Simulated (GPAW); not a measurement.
The system is LiF (Griceite).

```
F Li
1.0
     0.00000    2.01400    2.01400
     2.01400    0.00000    2.01400
     2.01400    2.01400    0.00000
F Li
1 1
Direct
  0.50000 0.50000 0.50000
  0.00000 0.00000 0.00000
```

Base run:

| Item | Value |
| --- | --- |
| Program | GPAW 26.7.0 |
| Functional | PBE |
| Potentials or basis | GPAW PAW data sets (gpaw-data 1.2.1) |
| Cutoff | 800 eV |
| Basis | pw |
| k mesh | 11 × 11 × 11 |
| Occupations | fermi-dirac, width 0.05 eV |
| Spin | no spin polarisation |

Its results: band gap on the k mesh 9.07 eV, direct; pressure 2.0 GPa.

Problem. After a change of settings the same cell gave: band gap on the k mesh 9.06 eV, direct; pressure 1.4 GPa. Which change was it?
A. functional from PBE to PBEsol; potentials or basis from GPAW PAW data sets (gpaw-data 1.2.1) to PAW data sets generated in the run's folder for this functional
B. functional from PBE to r2SCAN; band points from 80 to 100
C. potentials or basis from GPAW PAW data sets (gpaw-data 1.2.1) to JTH PAW 2.0, PBE; valence electrons from 8 to 10
D. functional from PBE to TPSS; band points from 80 to 100

Solution. C.

Caveats: the program truncates these outside data sets (some runs).

Not every run made on this cell is shown here.
